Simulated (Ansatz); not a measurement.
## Ge under changes of volume

One of the cells (18.524 Å³/atom); the others are scaled copies at fixed shape and fractional positions:

```
Ge
1.0
    -2.57449    2.57449    1.39741
     2.57449   -2.57449    1.39741
     2.57449    2.57449   -1.39741
Ge
2
Direct
  0.50000 0.50000 0.00000
  0.25000 0.75000 0.50000
```

This isn't the form of Ge at room conditions, which is diamond.

```yaml
Program: Ansatz 0.2.0
Functional: LDA
Potentials_or_basis: all-electron LAPW, scalar-relativistic
Cutoff: 255 eV (chosen from the basis error)
Basis_error_allowed: 0.001 eV/atom
k_mesh: 11 × 11 × 11
Occupations: fermi-dirac, width 0.05 eV
Spin: no spin polarisation
```

```csv
volume (Å³/atom),energy over the lowest point (meV/atom),pressure (GPa)
17.413,3.89,2.7
17.783,0.00,0.8
18.154,?,?
18.524,4.07,-2.4
18.895,11.28,-3.8
19.265,21.48,-5.0
19.636,34.38,-6.1
```

Q: What does the run at 18.154 Å³/atom give?

A: Energy over the lowest point 0.20 meV/atom; pressure -0.9 GPa.

Worked out: A Birch-Murnaghan fit of order 3 (a polynomial in V^(-2/3)) to the other rows has its minimum at 17.95 Å³/atom with B0 = V·E''(V) = 82 GPa and B' = 4.1 at fixed shape and positions, which overstates the stiffness. It gives 0.19 meV/atom at 18.154 Å³/atom, against the run's 0.20, and -dE/dV = -0.9 GPa, against -0.9.

Energies are extrapolated to zero smearing.
